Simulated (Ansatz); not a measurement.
# Zr: the cost of one run

Computed with Ansatz 0.2.0 (DFT PBE, scalar-relativistic, unless a step's input says otherwise).

## Step 1: Starting point

It takes space group P6_3/mmc (No. 194, hexagonal). The conventional cell has a = 3.232 Å, b = 3.232 Å, c = 5.147 Å, α = 90.00°, β = 90.00°, γ = 120.00°. Around Zr (site symmetry -6m2) lie 12 Zr at 3.18 to 3.23 Å.

Coordinates:

```
Zr
1.0
     3.23200    0.00000    0.00000
    -1.61600    2.79899    0.00000
     0.00000    0.00000    5.14700
Zr
2
Direct
  0.33333 0.66667 0.25000
  0.66667 0.33333 0.75000
```

Atoms are numbered in the order of the input: Zr1, Zr2.

## Step 2: After the deformation

Space group P6_3/mmc before, P6_3/mmc after.

## Step 3: All-electron LAPW

Input file input.yaml:

```yaml
crystal:
  lattice:
    - [3.2643182047, 0.0, 0.0]
    - [-1.6321591023, 2.8269824913, 0.0]
    - [0.0, 0.0, 5.147]
  atoms:
    - { symbol: Zr, position: [0.3333333333, 0.6666666667, 0.25] }
    - { symbol: Zr, position: [0.6666666667, 0.3333333333, 0.75] }
kpoints:
  mp_grid: { grid: [13, 13, 7] }
  band_path:
    path:
      - [0.0, 0.0, 0.0]
      - [0.5, 0.0, 0.0]
      - [0.3333333333, 0.3333333333, 0.0]
      - [0.0, 0.0, 0.0]
      - [0.0, 0.0, 0.5]
      - [0.5, 0.0, 0.5]
      - [0.3333333333, 0.3333333333, 0.5]
      - [0.0, 0.0, 0.5]
      - [0.5, 0.0, 0.5]
    npoints: 5
scf:
  occupations: { method: fermi_dirac, width: 0.08 }
hamiltonian:
  xc: pbe
  pseudopotentials: { kind: all_electron, lapw: { basis_error: 0.001 } }
output:
  forces: true
  stress: true
  eigenvalues: true
```

Run with:

```sh
> ansatz run input.yaml --threads 1 --pin off --max-ram 3072MiB --backend cpu --events-out ev --progress --plain --runs-dir out
```

What time and memory should one allow on 1 thread of Arm Neoverse V2, shared host?

About 19 s, with a peak of 0.37 GiB.
